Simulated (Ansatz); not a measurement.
Tl:

```
CELL_PARAMETERS angstrom
3.45600 0.00000 0.00000
-1.72800 2.99298 0.00000
0.00000 0.00000 5.52500
ATOMIC_POSITIONS crystal
Tl 0.66667 0.33333 0.75000
Tl 0.33333 0.66667 0.25000
```

Base run:

| Property | Result |
| --- | --- |
| Program | Ansatz 0.2.0 |
| Functional | RPBE |
| Potentials or basis | Ansatz PAW |
| Cutoff | 420 eV |
| Density cutoff | 1680 eV |
| k mesh | 9 × 9 × 5 |
| Occupations | fermi-dirac, width 0.05 eV |
| Spin | no spin polarisation |

Its results: band gap on the k mesh none (metal or under the smearing width); pressure 5.4 GPa.

Task: The run is repeated on the same cell with these changes: functional from RPBE to PBEsol. What comes out?

Result: Band gap on the k mesh none (metal or under the smearing width); pressure 0.2 GPa.

PBEsol binds more tightly than RPBE, so the same cell stands under less pressure.

Caveats: the PAW data sets come from PBE, with cores solved anew for the run's functional, which leaves a small shift of forces and pressure; the potentials were made for another functional, which shifts forces and pressure (some runs).

Not every run made on this cell is shown here.
